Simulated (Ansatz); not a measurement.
# Cold compression of Ti (sc type)

```
CELL_PARAMETERS angstrom
2.63914 0.00000 0.00000
0.00000 2.63914 0.00000
0.00000 0.00000 2.63914
ATOMIC_POSITIONS crystal
Ti 0.00000 0.00000 0.00000
```

The cell comes from a relaxation on PAW files under the same functional, begun from a prototype that needn't be the stable phase.

Its volume is scaled at fixed shape and fractional positions.

Level of theory: DFT with PBE, scalar-relativistic, in Ansatz 0.2.0; a Γ-centred 14×14×14 k mesh, Fermi–Dirac smearing of 0.05 eV, no spin polarisation. LAPW: all electrons, basis error target 1 meV/atom; PAW: frozen-core files, cutoff 420 eV; crystal datasets: all electrons, by PAW datasets that the program makes for each cell; norm-conserving: pseudopotentials, cutoff 1155 eV; PAW (cutoff 250 eV): frozen-core files, cutoff 250 eV.

Energies are extrapolated to zero smearing and count from the unscaled cell; pressure is positive in compression; gaps take the mesh and a band path. No temperature or zero-point motion is included.

```csv
V/V0,V (Å³/atom),P LAPW (GPa),ΔE LAPW (eV/atom),P PAW − LAPW (GPa),ΔE PAW − LAPW (meV/atom)
1.00,18.38,-0.02,0.000,0.03,0.0
0.90,16.54,9.90,0.051,0.05,0.5
0.80,14.71,?,0.247,0.04,0.9
0.70,12.87,51.9,0.680,0.03,1.3
0.60,11.03,95.3,1.497,0.04,1.6
0.50,9.19,183.1,3.026,-0.24,1.1
0.40,7.35,385.8,6.112,-1.18,-6.6
```

Problem. Fill in "P LAPW (GPa)" for the row "0.80".

Solution. 25.7.

Problem. From the table, what is the rise of the enthalpy H = E + pV up to the last row, and how stiff is the crystal between the last two rows?

Solution. ΔH = 6.112 eV + (385.8 GPa × 7.35 Å³ + 0.02 GPa × 18.38 Å³) × 0.006242 eV/(GPa·Å³) = 23.82 eV/atom, of which pV makes 74 %. The mean bulk modulus there is −ΔP/Δln V = 909 GPa.

Problem. At the smallest volume, how far do crystal datasets and norm-conserving and PAW (cutoff 250 eV) lie from LAPW in pressure?

Solution. crystal datasets: 0.00 GPa; norm-conserving: +1.37 GPa; PAW (cutoff 250 eV): -9.37 GPa, on a LAPW pressure of 385.8 GPa.

Problem. How do the Löwdin populations by LAPW change from the unscaled cell to the last row?

Solution. Ti 3s 1.96 → 1.81, Ti 4s 0.84 → 0.46, Ti 3p 5.98 → 5.85, Ti 3d 3.09 → 3.84 electrons an atom. These are projections on the shells that the free atoms fill; 0.13 e a cell lies outside them at the start and 0.05 e at the end.
